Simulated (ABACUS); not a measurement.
# InAs (F-43m) in ABACUS: single point with AM05

Aim: the single point of InAs with AM05.

Program: ABACUS 3.10.1. These are calculated values, not measurements. Logs are shortened: lines on timing, memory, paths and dates and some standing lists are left out, and cuts for length are marked.

**The experiment to reproduce.**

From a printed reference work, data compilation, for a bulk crystal of InAs at 4.2 K: band gap 0.418 eV (direct).

The runs below are set against these values where they give the same quantity.

## (1) Starting point

It takes space group F-43m (No. 216, cubic). Conventional cell: a = 6.036 Å, b = 6.036 Å, c = 6.036 Å, α = 90.00°, β = 90.00°, γ = 90.00°. Around In (site symmetry -43m) lie 4 As at 2.61 Å. Around As (site symmetry -43m) lie 4 In at 2.61 Å.

## (2) Single point, AM05

The input, INPUT:

```
INPUT_PARAMETERS
suffix              InAs
calculation         scf
basis_type          pw
pseudo_dir          ./
latname             fcc
symmetry            1
dft_functional      GGA_X_AM05+GGA_C_AM05
ecutwfc             105
pseudo_rcut         10
nspin               1
nbands              33
ks_solver           dav
smearing_method     fd
smearing_sigma      0.00367493
scf_thr             1e-08
scf_nmax            100
mixing_type         broyden
mixing_beta         0.7
cal_force           1
cal_stress          1
out_chg             1
kpar                4
```

The input, STRU:

```
ATOMIC_SPECIES
In 114.8180 In.upf
As 74.9216 As.upf

LATTICE_CONSTANT
11.4063868882

ATOMIC_POSITIONS
Direct

In
0.0
1
0.0000000000 0.0000000000 0.0000000000 1 1 1

As
0.0
1
0.2500000000 0.2500000000 0.2500000000 1 1 1
```

The input, KPT:

```
K_POINTS
0
Gamma
6 6 6 0 0 0
```

Potentials or basis: PseudoDojo NC SR 0.5 PBE stringent, plane waves.

The run is started by

```sh
OMP_NUM_THREADS=1 mpirun -np 4 abacus > log
```

running log:

```text
ABACUS v3.10.1

               Atomic-orbital Based Ab-initio Computation at UStc

 ------------------------------------------------------------------------------------

 READING GENERAL INFORMATION
                           global_out_dir = OUT.InAs/
                           global_in_card = INPUT
                               pseudo_dir = ./
                              orbital_dir =
                                    DSIZE = 4
                                    GSIZE = 1

 READING UNITCELL INFORMATION
                                    ntype = 2
                  lattice constant (Bohr) = 11.4064
              lattice constant (Angstrom) = 6.036

 READING ATOM TYPE 1
                               atom label = In
                      L=0, number of zeta = 1
                      L=1, number of zeta = 1
                      L=2, number of zeta = 1
             number of atom for this type = 1

 READING ATOM TYPE 2
                               atom label = As
                      L=0, number of zeta = 1
                      L=1, number of zeta = 1
                      L=2, number of zeta = 1
             number of atom for this type = 1

                        TOTAL ATOM NUMBER = 2
DIRECT COORDINATES
    atom                   x                   y                   z     mag                  vx                  vy                  vz
taud_In1            0.0000000000        0.0000000000        0.0000000000  0.0000        0.0000000000        0.0000000000        0.0000000000
taud_As1            0.2500000000        0.2500000000        0.2500000000  0.0000        0.0000000000        0.0000000000        0.0000000000

                          Volume (Bohr^3) = 371.009
                             Volume (A^3) = 54.9778

 Lattice vectors: (Cartesian coordinate: in unit of a_0)
                 -0.5                  +0                +0.5
                   +0                +0.5                +0.5
                 -0.5                +0.5                  +0
 Reciprocal vectors: (Cartesian coordinate: in unit of 2 pi/a_0)
                   -1                  -1                  +1
                   +1                  +1                  +1
                   -1                  +1                  -1
 The esolver type has been set to : ksdft_pw

                PAO radial cut off (Bohr) = 10

 Read in pseudopotential file is In.upf
                     pseudopotential type = NC
          exchange-correlation functional = PBE
                 nonlocal core correction = 1
                        valence electrons = 21
                                     lmax = 2
                           number of zeta = 5
                     number of projectors = 6
                           L of projector = 0
                           L of projector = 0
                           L of projector = 1
                           L of projector = 1
                           L of projector = 2
                           L of projector = 2
 XC functional updated to : GGA_X_AM05+GGA_C_AM05
          exchange-correlation functional = GGA_X_AM05+GGA_C_AM05
                PAO radial cut off (Bohr) = 10

 Read in pseudopotential file is As.upf
                     pseudopotential type = NC
          exchange-correlation functional = PBE
                 nonlocal core correction = 1
                        valence electrons = 23
                                     lmax = 2
                           number of zeta = 5
                     number of projectors = 6
                           L of projector = 0
                           L of projector = 0
                           L of projector = 1
                           L of projector = 1
                           L of projector = 2
                           L of projector = 2
 XC functional updated to : GGA_X_AM05+GGA_C_AM05
          exchange-correlation functional = GGA_X_AM05+GGA_C_AM05
     initial pseudo atomic orbital number = 26

 SETUP THE ELECTRONS NUMBER
            electron number of element In = 21
      total electron number of element In = 21
            electron number of element As = 23
      total electron number of element As = 23
            AUTOSET number of electrons:  = 44
                           occupied bands = 22
                                   NBANDS = 33
                                   NLOCAL = 18

%%%%%%%%%%%%%%%%%%%%%%%%%%%%%%%%%%%%%%%%%%%%%%%%%%%%%%%%%%%%%%%%%%%%%%%%%%%%%%%%%%%%%%%%%%%%%%%%%%%%%%%%%%
 Warning: the number of valence electrons in pseudopotential > 3 for In: [Kr] 4d10 5s2 5p1
 Warning: the number of valence electrons in pseudopotential > 5 for As: [Ar] 3d10 4s2 4p3
 Pseudopotentials with additional electrons can yield (more) accurate outcomes, but may be less efficient.
 If you're confident that your chosen pseudopotential is appropriate, you can safely ignore this warning.
%%%%%%%%%%%%%%%%%%%%%%%%%%%%%%%%%%%%%%%%%%%%%%%%%%%%%%%%%%%%%%%%%%%%%%%%%%%%%%%%%%%%%%%%%%%%%%%%%%%%%%%%%%

 SETUP THE PLANE WAVE BASIS
 energy cutoff for charge/potential (unit:Ry) = 420
            fft grid for charge/potential = [ 54, 54, 54 ]
                        fft grid division = [ 1, 1, 1 ]
        big fft grid for charge/potential = [ 54, 54, 54 ]
[... 71 lines left out ...]
                                   nkstot = 216
                       right hand lattice = 1
(for reciprocal lattice: )
                             BRAVAIS TYPE = 2
                     BRAVAIS LATTICE NAME = 02. Cubic I (body-centered)
                                    ibrav = 2
                       right hand lattice = 1
(for k-lattice: )
                             BRAVAIS TYPE = 2
                     BRAVAIS LATTICE NAME = 02. Cubic I (body-centered)
                                    ibrav = 2
                       right hand lattice = 1
                        ROTATION MATRICES = 48
                               nkstot_ibz = 16
K-POINTS REDUCTION ACCORDING TO SYMMETRY
     IBZ    DIRECT_X    DIRECT_Y    DIRECT_Z  WEIGHT  ibz2bz
       1  0.00000000  0.00000000  0.00000000  0.0046       0
       2  0.16666667  0.16666667  0.16666667  0.0370       1
       3  0.33333333  0.33333333  0.33333333  0.0370       2
       4  0.50000000  0.50000000  0.50000000  0.0185       3
       5  0.16666667  0.16666667  0.00000000  0.0278       7
       6  0.33333333  0.33333333  0.16666667  0.1111       8
[... 8 lines left out ...]
      15  0.50000000  0.33333333 -0.33333333  0.1111      52
      16  0.50000000  0.33333333 -0.16666667  0.0556      58

                               nkstot now = 16
[... K-POINTS DIRECT COORDINATES: 16 rows ...]

           k-point number in this process = 4
       minimum distributed K point number = 4
[... stars of the k points ...]

[... K-POINTS CARTESIAN COORDINATES: 4 rows ...]

[... K-POINTS DIRECT COORDINATES: 4 rows ...]

 SETUP PLANE WAVES FOR WAVE FUNCTIONS
     energy cutoff for wavefunc (unit:Ry) = 105
              fft grid for wave functions = [ 54, 54, 54 ]
                    number of plane waves = 7799
                         number of sticks = 511

 PARALLEL PW FOR WAVE FUNCTIONS
     PROC   COLUMNS(POT)             PW
        1            511           7799
 --------------- sum -------------------
        1            511           7799

 SETUP NONLOCAL PSEUDOPOTENTIALS IN PLANE WAVE BASIS
 In non-local projectors:
 projector 1 L=0
 projector 2 L=0
 projector 3 L=1
 projector 4 L=1
 projector 5 L=2
 projector 6 L=2
 As non-local projectors:
 projector 1 L=0
 projector 2 L=0
 projector 3 L=1
 projector 4 L=1
 projector 5 L=2
 projector 6 L=2
      TOTAL NUMBER OF NONLOCAL PROJECTORS = 36

 Init Non-Local PseudoPotential table :
 Init Non-Local-Pseudopotential done.

                                     npwx = 6754

 Make real space PAO into reciprocal space.
       max mesh points in Pseudopotential = 1001
     dq(describe PAO in reciprocal space) = 0.01
                                    max q = 1234

 number of pseudo atomic orbitals for In is 5
WARNING: norm of atomic wavefunction # 4 of atomic type In is 0.999992, renormalized
WARNING: norm of atomic wavefunction # 5 of atomic type In is 0.998067, renormalized

 number of pseudo atomic orbitals for As is 5
WARNING: norm of atomic wavefunction # 5 of atomic type As is 0.99996, renormalized

 -------------------------------------------
 SELF-CONSISTENT
 -------------------------------------------
                                 init_chg = atomic

 PW ALGORITHM --------------- ION=   1  ELEC=   1--------------------------------

 Notice: Threshold on eigenvalues was too large.
 hsover_error=0.44 > DRHO=0.0785795
 Origin diag ethr = 0.01
 New diag ethr = 0.00017859

 Density error is 0.0787632917274
                          Error Threshold = 0.000178589758025
----------------------------------------------------------
     Energy           Rydberg                 eV
----------------------------------------------------------
 E_KohnSham     -1007.9193246382     -13713.4459393919
 E_Harris       -1007.5756693229     -13708.7702689546
 E_Fermi        0.6696555563         9.1111312627
----------------------------------------------------------
[... 63 lines left out ...]
 Density error is 3.53476737029e-09
                          Error Threshold = 4.97033566898e-10
----------------------------------------------------------
     Energy           Rydberg                 eV
----------------------------------------------------------
 E_KohnSham     -1007.9381878520     -13713.7025865813
 E_KS(sigma->0) -1007.9381530195     -13713.7021126615
 E_Harris       -1007.9378459080     -13713.6979341953
 E_band         -140.7359056447      -1914.8102299586
 E_one_elec     -849.4840186868      -11557.8230140787
 E_Hartree      409.2799451250       5568.5393308275
 E_xc           -109.9215567515      -1495.5595048513
 E_Ewald        -457.8124878738      -6228.8584506391
 E_entropy(-TS) -0.0000696649        -0.0009478397
 E_descf        0.0000000000         0.0000000000
 E_exx          0.0000000000         0.0000000000
 E_Fermi        0.7068873570         9.6176958997
----------------------------------------------------------

 charge density convergence is achieved
 final etot is -13713.702587 eV
 EFERMI = 9.6176958997 eV

 STATE ENERGY(eV) AND OCCUPATIONS    NSPIN == 1
 1/4 kpoint (Cartesian) = 0.0000 0.0000 0.0000 (6735 pws)
       1       -174.809     0.00925926
       2       -118.132     0.00925926
       3       -118.132     0.00925926
       4       -118.132     0.00925926
       5       -105.552     0.00925926
       6       -64.0613     0.00925926
[... 130 lines left out ...]
      32        22.0172        0.00000
      33        27.2005        0.00000

------------------------------------------------------------------------------------------
 TOTAL-FORCE (eV/Angstrom)
------------------------------------------------------------------------------------------
                       In1         0.0000000000         0.0000000000         0.0000000000
                       As1         0.0000000000         0.0000000000         0.0000000000
------------------------------------------------------------------------------------------

----------------------------------------------------------------
 TOTAL-STRESS (KBAR)
----------------------------------------------------------------
        19.6807584760         0.0000000000         0.0000000000
         0.0000000000        19.6807584760         0.0000000000
         0.0000000000         0.0000000000        19.6807584760
----------------------------------------------------------------
 TOTAL-PRESSURE: 19.680758 KBAR

 --------------------------------------------
 !FINAL_ETOT_IS -13713.7025865813156997 eV
 --------------------------------------------
```

It took 14 s on 4 MPI ranks of Intel Xeon Platinum 8488C (Sapphire Rapids), shared host; peak memory 0.64 GiB.

Results:

| Property | Result |
| --- | --- |
| Free energy | -13713.7026 eV |
| Pressure | 2.0 GPa |
| Band gap on the k mesh | none (metal or under the smearing width) |

Levels at points of the mesh, in eV from the Fermi level:
| k point | band 18 | band 19 | band 20 | band 21 | band 22 | band 23 | band 24 | band 25 | band 26 | band 27 |
| --- | --- | --- | --- | --- | --- | --- | --- | --- | --- | --- |
| (0.00, 0.00, 0.00) | -14.30 | -11.96 | -0.26 | -0.04 | -0.04 | -0.04 | 3.87 | 3.87 | 3.87 | 7.52 |
| (0.50, 0.50, 0.50) | -14.29 | -10.48 | -5.84 | -1.04 | -1.04 | 0.91 | 4.65 | 4.65 | 6.87 | 9.06 |
| (0.50, 0.50, 0.00) | -14.28 | -9.93 | -5.92 | -2.38 | -2.38 | 1.52 | 2.03 | 9.20 | 9.26 | 9.26 |

Caveat: the potentials were made for another functional, which shifts forces and pressure; this crystal is a semiconductor, whose small gap the functional closes, so the metal is an error of the method.

## (3) Comparison with measurements

Step 2. A measured gap of InAs is 0.418 eV (direct; 4.2 K; a printed reference work, data compilation); the calculated 0.00 eV misses it by -0.42 eV. Spin-orbit coupling on As, In is left out. The value is that of AM05 on a finite k mesh, which can miss the band edges, without temperature or zero-point motion. Semilocal functionals fall short of measured gaps as a rule.
